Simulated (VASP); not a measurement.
The input files of a VASP run:

### POSCAR
```
CuInS2
6.8320510
 -0.4060385381   0.4060385381   0.8186973429
  0.4060385381  -0.4060385381   0.8186973429
  0.4060385381   0.4060385381  -0.8186973429
In Cu S
2 2 4
Cart
  0.0000000000   0.0000000000   0.8186973429
  0.4060385381   0.0000000000   0.4093486714
  0.0000000000   0.0000000000   0.0000000000
  0.0000000000   0.4060385381   0.4093486714
  0.2192608106   0.2030192690   1.0233716786
  0.6090578071   0.1867777275  -0.2046743357
  0.1867777275   0.2030192690   0.2046743357
 -0.2030192690   0.2192608106   0.6140230071
```

### INCAR
```
GGA  =  PE   ! PBE
SIGMA  =  0.02
LASPH  =  .TRUE.   ! aspherical one-centre terms
ENCUT  =  300   ! plane-wave cut-off (eV)
LORBIT  =  11
ISMEAR  =  0   ! Gaussian
LMAXMIX  =  4   ! l cut-off of mixed one-centre charges
SYSTEM  =  CuInS2
LCHARG  =  .FALSE.
ISIF  =  2
LREAL  =  .FALSE.   ! projection in real space or not
LWAVE  =  .FALSE.
PREC  =  Accurate
NELM  =  100   ! most electronic steps
EDIFF  =  1E-6   ! SCF stop (eV)
MAGMOM  =  2*0.0 2*1.0 4*0.0
ALGO  =  Normal
ISPIN  =  2   ! spin-polarised
```

KPOINTS:
```
Automatic mesh
0
Gamma
6 6 6
0 0 0
```

POTCAR, in this order: In_d Cu S (PBE.64 set). Program: vasp_std.

Task: Write an equivalent input for Ansatz.

Result: One equivalent input (not run):
Ansatz 0.2 input:
```yaml
crystal:
  lattice:
    - [-2.7740760, 2.7740760, 5.5933820]
    - [2.7740760, -2.7740760, 5.5933820]
    - [2.7740760, 2.7740760, -5.5933820]
  atoms:
    - { symbol: In, position: [0.5000000, 0.5000000, 0.0000000] }
    - { symbol: In, position: [0.2500000, 0.7500000, 0.5000000] }
    - { symbol: Cu, position: [0.0000000, 0.0000000, 0.0000000], spin: 1 }
    - { symbol: Cu, position: [0.7500000, 0.2500000, 0.5000000], spin: 1 }
    - { symbol: S, position: [0.8750000, 0.8950000, 0.5200000] }
    - { symbol: S, position: [0.1050000, 0.6250000, 0.9800000] }
    - { symbol: S, position: [0.3750000, 0.3550000, 0.4800000] }
    - { symbol: S, position: [0.6450000, 0.1250000, 0.0200000] }
kpoints:
  mp_grid: { grid: [6, 6, 6] }
hamiltonian:
  xc: pbe
  pseudopotentials: { kind: paw }
magnetization: { spin_polarized: true }
scf:
  occupations: { method: gaussian, width: 0.02 }
  max_iter: 100
output: { forces: true, stress: true, eigenvalues: true }
```
What does not carry over: each code has its own PAW files, so the cut-off isn't converted (ENCUT is set for VASP's; basis.ecutwfc is left out, and Ansatz then takes the one that its files recommend); Ansatz stops its SCF on the density residual and VASP on the energy change (EDIFF).

The structure is a typed CuInS2 crystal. The cell was not relaxed at this level. The run is one of a series of settings (ISPIN = 2, MAGMOM = 0.0 0.0 1.0 1.0 0.0 0.0 0.0 0.0 against the base run), some of them coarse on purpose.
